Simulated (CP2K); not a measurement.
## InP under changes of volume

One of the cells (25.167 Å³/atom); the others are scaled copies at fixed shape and fractional positions:

```xyz
2
Lattice="4.1444 0.0000 0.0000 2.0722 3.5891 0.0000 2.0722 1.1964 3.3838" Properties=species:S:1:pos:R:3 pbc="T T T"
In    0.0000    0.0000    0.0000
P     6.2165    3.5891    2.5379
```

```yaml
Program: CP2K 2026.2
Functional: LDA
Potentials_or_basis: GTH_POTENTIALS In GTH-PADE-q13, P GTH-PADE-q5; TZVP-MOLOPT-PBE-GTH basis
Density_cutoff: 6123 eV
k_mesh: 8 × 8 × 8
Occupations: fermi-dirac, width 0.05 eV
Spin: no spin polarisation
```

| volume (Å³/atom) | energy over the lowest point (meV/atom) | pressure (GPa) | gap on the mesh (eV) |
| --- | --- | --- | --- |
| 23.657 | ? | ? | ? |
| 24.160 | 4.31 | 2.2 | 0.68 |
| 24.663 | 0.00 | 0.6 | 0.57 |
| 25.167 | 0.42 | -0.8 | 0.46 |
| 25.670 | 5.08 | -2.1 | 0.35 |
| 26.173 | 13.50 | -3.2 | 0.25 |
| 26.677 | 25.27 | -4.2 | 0.14 |

**Question.** What does the run at 23.657 Å³/atom give?

**Answer.** Energy over the lowest point 13.92 meV/atom; pressure 4.0 GPa; gap on the mesh 0.80 eV.

Worked out: A Birch-Murnaghan fit of order 3 (a polynomial in V^(-2/3)) to the other rows has its minimum at 24.86 Å³/atom with B0 = V·E''(V) = 71 GPa and B' = 4.8. It gives 13.97 meV/atom at 23.657 Å³/atom, against the run's 13.92, and -dE/dV = 4.0 GPa, against 4.0. A straight line through the other rows of the gap, of slope -5.44 eV per unit of ln V (its deformation potential), extrapolates to 0.80 eV, against the run's 0.80.

Energies are extrapolated to zero smearing.

Caveats: spin-orbit coupling is left out, which moves the levels of the heavy elements; the basis of atomic orbitals isn't converged, which shifts pressures, moduli and gaps.
